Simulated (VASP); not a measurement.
Wanted: the native input for a VASP 6.6.1 run.

```
Task                   : band structure
Functional             : PBEsol
Potentials or basis    : VASP PAW PBE potentials, release 64 (Ag)
Cutoff                 : 520 eV
k mesh                 : 11 × 11 × 11
Occupations            : fermi-dirac, width 0.05 eV
Spin                   : no spin polarisation
Further INCAR settings : ALGO = Fast; EDIFF = 1e-06
```

Crystal: Ag.

```
Ag
1.0
     0.00000    2.04275    2.04275
     2.04275    0.00000    2.04275
     2.04275    2.04275    0.00000
Ag
1
Direct
  0.00000 0.00000 0.00000
```

These files were run (other wordings do the same):

POSCAR

```
Ag
1.0
    0.0000000000      2.0427500000      2.0427500000
    2.0427500000      0.0000000000      2.0427500000
    2.0427500000      2.0427500000      0.0000000000
Ag
1
Direct
    0.0000000000      0.0000000000      0.0000000000
```

INCAR.step1

```
ALGO = Fast
EDIFF = 1E-6
ENCUT = 520
GGA = PS
ISIF = 2
ISMEAR = -1
LASPH = True
LCHARG = True
LMAXMIX = 4
LREAL = False
LWAVE = False
NELM = 100
PREC = Accurate
SIGMA = 0.05
```

KPOINTS.step1

```
k-points
0
Gamma
  11 11 11
```

INCAR.step2

```
ALGO = Fast
EDIFF = 1E-6
ENCUT = 520
GGA = PS
ICHARG = 11
ISIF = 2
ISMEAR = 0
LASPH = True
LCHARG = False
LMAXMIX = 4
LREAL = False
LWAVE = False
NELM = 100
PREC = Accurate
SIGMA = 0.05
```

KPOINTS.step2

```
path GXWKGLUWLK,UX
20
line-mode
reciprocal
 0.0000000000  0.0000000000  0.0000000000  G
 0.5000000000  0.0000000000  0.5000000000  X

 0.5000000000  0.0000000000  0.5000000000  X
 0.5000000000  0.2500000000  0.7500000000  W

 0.5000000000  0.2500000000  0.7500000000  W
 0.3750000000  0.3750000000  0.7500000000  K

 0.3750000000  0.3750000000  0.7500000000  K
 0.0000000000  0.0000000000  0.0000000000  G

 0.0000000000  0.0000000000  0.0000000000  G
 0.5000000000  0.5000000000  0.5000000000  L

 0.5000000000  0.5000000000  0.5000000000  L
 0.6250000000  0.2500000000  0.6250000000  U

 0.6250000000  0.2500000000  0.6250000000  U
 0.5000000000  0.2500000000  0.7500000000  W

 0.5000000000  0.2500000000  0.7500000000  W
 0.5000000000  0.5000000000  0.5000000000  L

 0.5000000000  0.5000000000  0.5000000000  L
 0.3750000000  0.3750000000  0.7500000000  K

 0.6250000000  0.2500000000  0.6250000000  U
 0.5000000000  0.0000000000  0.5000000000  X
```

Potentials or basis: VASP PAW PBE potentials, release 64 (Ag).

Run with:

```bash
$ cat potpaw_PBE.64/Ag/POTCAR > POTCAR
$ cp INCAR.step1 INCAR
$ cp KPOINTS.step1 KPOINTS
$ mpirun -np 1 vasp_std > vasp.out
$ cp INCAR.step2 INCAR
$ cp KPOINTS.step2 KPOINTS
$ mpirun -np 1 vasp_std > vasp.out
```

Results of the run:

| Quantity | Value |
| --- | --- |
| Band gap along the path | none (metal or under the smearing width) |

Caveat: the log is that of the step along the path at fixed density, whose energy, stress, charges and moments have no meaning.

Wall time 14 s on 1 thread of AMD EPYC 9R45 (Zen 5), on a shared host, peak memory 0.13 GiB.
